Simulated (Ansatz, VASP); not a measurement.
**One calculation of Pb, two programs**

```xyz
2
Lattice="0.0000 3.4390 3.4046 3.4390 0.0000 3.4046 3.4390 3.4390 0.0000" Properties=species:S:1:pos:R:3 pbc="T T T"
Pb    1.7195    1.7195    1.7023
Pb    0.0000    0.0000    0.0000
```

This isn't the form of Pb at room conditions, which is fcc.

Alike in both runs: task single point; functional PBEsol; k mesh 6 × 6 × 6; occupations fermi-dirac, width 0.05 eV; no spin polarisation.

|  | VASP | Ansatz |
| --- | --- | --- |
| version | VASP 6.6.1 | Ansatz 0.2.0 |
| potentials or method | VASP PAW PBE potentials, release 64 (Pb_d) | Ansatz PAW |
| plane-wave cutoff (eV) | 520 | 420 |
| valence electrons in the cell | 28 | 28 |

|  | VASP | Ansatz | Ansatz less VASP |
| --- | --- | --- | --- |
| gap on the k mesh at the Fermi level (eV) | none | none | - |
| pressure (GPa) | 0.8 | 0.9 | +0.07 |

A gap of «none» marks a metal or a gap that the smearing closes.

Caveats: the PAW data sets were made with another functional, which shifts forces and pressure a little (VASP); the PAW data sets come from PBE, with cores solved anew for the run's functional, which leaves a small shift of forces and pressure (Ansatz). Spin-orbit coupling is left out, which matters for the levels of Pb.
